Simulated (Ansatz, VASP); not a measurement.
**Si in VASP and in Ansatz**

POSCAR

```
Si
1.0
    0.0000000000      2.7221160933      2.7221160933
    2.7221160933      0.0000000000      2.7221160933
    2.7221160933      2.7221160933      0.0000000000
Si
2
Direct
    0.0000000000      0.0000000000      0.0000000000
    0.2500000000      0.2500000000      0.2500000000
```

File INCAR.step1:

```
SYSTEM = Si
  PREC = Accurate
  ENCUT = 520
  ISMEAR = 0
  SIGMA = 0.02
  LREAL = .False.
  LASPH = .True.
  NELM = 100
  NBANDS = 11
  GGA = PE
  ALGO = Normal
  EDIFF = 1E-4
  LWAVE = .True.
  LCHARG = .False.
```

File INCAR.step2:

```
SYSTEM = Si
  PREC = Accurate
  ENCUT = 520
  EDIFF = 1E-7
  ISMEAR = 0
  SIGMA = 0.02
  LREAL = .False.
  LASPH = .True.
  NELM = 100
  ALGO = Normal
  ISIF = 2
  LWAVE = .False.
  LCHARG = .False.
  METAGGA = R2SCAN
  LMIXTAU = .True.
  NBANDS = 11
  ISTART = 1
```

KPOINTS

```
Automatic mesh
0
Gamma
  8 8 8
  0 0 0
```

Input for Ansatz:

```yaml
crystal:
  lattice:
    - [0.0, 2.7221160933, 2.7221160933]
    - [2.7221160933, 0.0, 2.7221160933]
    - [2.7221160933, 2.7221160933, 0.0]
  atoms:
    - { symbol: Si, position: [0.0, 0.0, 0.0] }
    - { symbol: Si, position: [0.25, 0.25, 0.25] }
basis:
  ecutwfc: 500
kpoints:
  mp_grid: { grid: [8, 8, 8] }
  band_path:
    path:
      - [[0.0, 0.0, 0.0], [0.5, 0.0, 0.5], [0.625, 0.25, 0.625]]
      - [[0.375, 0.375, 0.75], [0.0, 0.0, 0.0], [0.5, 0.5, 0.5], [0.5, 0.25, 0.75], [0.5, 0.0, 0.5]]
    npoints: 10
hamiltonian:
  xc: r2scan
scf:
  occupations: { method: gaussian, width: 0.02 }
  n_extra_bands: 7
output:
  forces: true
  stress: true
  eigenvalues: true
```

Alike in both runs: task single point; functional r2SCAN; k mesh 8 × 8 × 8; occupations gaussian, width 0.02 eV; no spin polarisation.

```csv
,VASP,Ansatz
version,VASP 6.6.1,Ansatz 0.2.0
potentials or method,"VASP PAW PBE potentials, release 64 (Si)","scalar-relativistic, plane waves, PAW"
plane-wave cutoff (eV),520,500
valence electrons in the cell,8,8
```

```tsv
	VASP	Ansatz	Ansatz less VASP
gap on the k mesh at the Fermi level (eV)	0.83	0.81	-0.015
least direct gap on the mesh (eV)	2.75	2.74	-0.016
pressure (GPa)	-0.2	0.0	+0.24
```

With one functional, cell and mesh, what is left measures potentials, basis and numerics.

Caveats: the PAW data sets were made with another functional, which shifts forces and pressure a little (VASP). r2SCAN opens gaps a little over a GGA but as a rule still falls short of measured ones. A k mesh can miss the band edges.
